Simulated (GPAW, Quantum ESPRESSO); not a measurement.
Given: the input of a run of GPAW 26.7.0 (ASE script) on CdSe. The cell is a database's computed one, not the measured one.

File run.py:

```python
from ase import Atoms
from ase.dft.bandgap import bandgap
from ase.io import write
from ase.units import GPa
from gpaw import GPAW, PW

atoms = Atoms(['Cd', 'Se'],
              cell=[[0.0, 3.0702711986, 3.0702711986],
                    [3.0702711986, 0.0, 3.0702711986],
                    [3.0702711986, 3.0702711986, 0.0]],
              scaled_positions=[[0.0, 0.0, 0.0],
                                [0.25, 0.25, 0.25]],
              pbc=True)

calc = GPAW(mode=PW(600),
            xc='PBE',
            kpts={'size': (8, 8, 8), 'gamma': True},
            occupations={'name': 'fermi-dirac', 'width': 0.05},
            nbands=18,
            convergence={'density': 1e-05, 'energy': 1e-05},
            maxiter=150,
            txt='gpaw.txt')
atoms.calc = calc
energy = atoms.get_potential_energy()
forces = atoms.get_forces()
stress = atoms.get_stress()
calc.write('gs.gpw')
write('result.traj', atoms)
print(f'Energy: {energy:.6f} eV')
print('Forces (eV/A):')
print(forces.round(4))
print('Stress (GPa):', (stress / GPa).round(3))
print('Fermi level:', round(calc.get_fermi_level(), 4), 'eV')
print(f'Gap: {bandgap(calc)[0]:.4f} eV, direct: {bandgap(calc, direct=True)[0]:.4f} eV')
```

Potentials or basis: GPAW PAW data sets (gpaw-data 1.2.1), pw.

Launch:

```sh
$ OMP_NUM_THREADS=1 python run.py
```

Q: Set up the same calculation for Quantum ESPRESSO 7.5. Potentials or basis there: SSSP 1.3 efficiency PBE, cutoff 816 eV.

A: As run (cutoffs and basis follow the program's own potentials, and thresholds, step limits or extra output files can differ):

Contents of pw.in:

```
&CONTROL
  calculation = 'scf'
  prefix = 'pwscf'
  outdir = './tmp'
  pseudo_dir = './pseudo'
  tprnfor = .true.
  tstress = .true.
  disk_io = 'nowf'
/
&SYSTEM
  ibrav = 0
  nat = 2
  ntyp = 2
  ecutwfc = 60
  ecutrho = 480
  nbnd = 15
  occupations = 'smearing'
  smearing = 'fd'
  degauss = 0.00367493
/
&ELECTRONS
  conv_thr = 4d-10
  electron_maxstep = 120
  mixing_beta = 0.5
/
ATOMIC_SPECIES
Cd   112.4140 Cd.pbe-dn-rrkjus_psl.0.3.1.UPF
Se    78.9710 Se_pbe_v1.uspp.F.UPF
CELL_PARAMETERS angstrom
   0.0000000000    3.0702711986    3.0702711986
   3.0702711986    0.0000000000    3.0702711986
   3.0702711986    3.0702711986    0.0000000000
ATOMIC_POSITIONS crystal
Cd     0.0000000000    0.0000000000    0.0000000000
Se     0.2500000000    0.2500000000    0.2500000000
K_POINTS automatic
8 8 8 0 0 0
```

Potentials or basis: SSSP 1.3 efficiency PBE.

Run with:

```sh
$ OMP_NUM_THREADS=1 pw.x -in pw.in > pw.out
```

Both were run:

|  | GPAW | Quantum ESPRESSO |
| --- | --- | --- |
| Pressure | 1.1 GPa | 1.3 GPa |

Pressure is positive in compression.
